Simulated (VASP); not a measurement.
# Mg: relaxation of cell and atoms with PBE+D3(BJ)

Mg:

```
Mg
1.0
     3.20930    0.00000    0.00000
    -1.60465    2.77934    0.00000
     0.00000    0.00000    5.21030
Mg
2
Direct
  0.33333 0.66667 0.25000
  0.66667 0.33333 0.75000
```

```json
{
  "Program": "VASP 6.6.1",
  "Task": "relaxation of cell and atoms",
  "Functional": "PBE",
  "Dispersion": "D3(BJ)",
  "Potentials or basis": "VASP PAW PBE potentials, release 64 (Mg)",
  "Cutoff": "600 eV",
  "k mesh": "15 × 15 × 8",
  "Occupations": "gaussian, width 0.1 eV",
  "Spin": "no spin polarisation",
  "Further INCAR settings": "ALGO = Normal; EDIFF = 1e-07; IBRION = 2; EDIFFG = -0.005; NSW = 90; ISIF = 3"
}
```

| Property | Result |
| --- | --- |
| Relaxed volume | 21.63 Å³/atom |
| Relaxed cell | a = 3.147 Å, b = 3.147 Å, c = 5.042 Å, α = 90.00°, β = 90.00°, γ = 120.00° |
| Space group after relaxing (to 0.05 Å) | P6_3/mmc (No. 194) |
| Energy gained by relaxing | 13.8 meV/atom |
| Ionic steps | 6 |
| Pressure after relaxing | 0.0 GPa |
| Band gap on the k mesh | none (metal or under the smearing width) |
| Dispersion energy per atom | -0.301 eV |

Step by step:
```csv
step,energy change (eV),largest force (eV/Å),pressure (GPa),volume (Å³)
1,0.0000,0.0000,-2.50,46.47
2,-0.0254,0.0000,-0.72,44.07
3,-0.0274,0.0000,-0.02,43.29
4,-0.0274,0.0000,0.04,43.23
5,-0.0275,0.0000,0.03,43.24
6,-0.0276,0.0000,0.02,43.25
```

Final structure:
```xyz
2
Lattice="3.1471 0.0000 0.0000 -1.5736 2.7255 0.0000 0.0000 0.0000 5.0424" Properties=species:S:1:pos:R:3 pbc="T T T"
Mg    0.0000    1.8170    1.2606
Mg    1.5736    0.9085    3.7818
```

Levels at points of the mesh, in eV from the Fermi level:
```csv
k point,band 1,band 2,band 3,band 4,band 5
"(0.00, 0.00, 0.00)",-7.19,-1.71,-1.11,11.15,11.15
"(0.00, 0.00, 0.50)",-5.72,-5.72,5.43,5.43,11.92
```

It took 59 s on 1 thread of Intel(R) Xeon(R) Platinum 8488C (Sapphire Rapids), with other jobs on the host, peak memory 0.22 GiB.

Caveat: pairwise dispersion overbinds metals, which lowers pressure and volume.
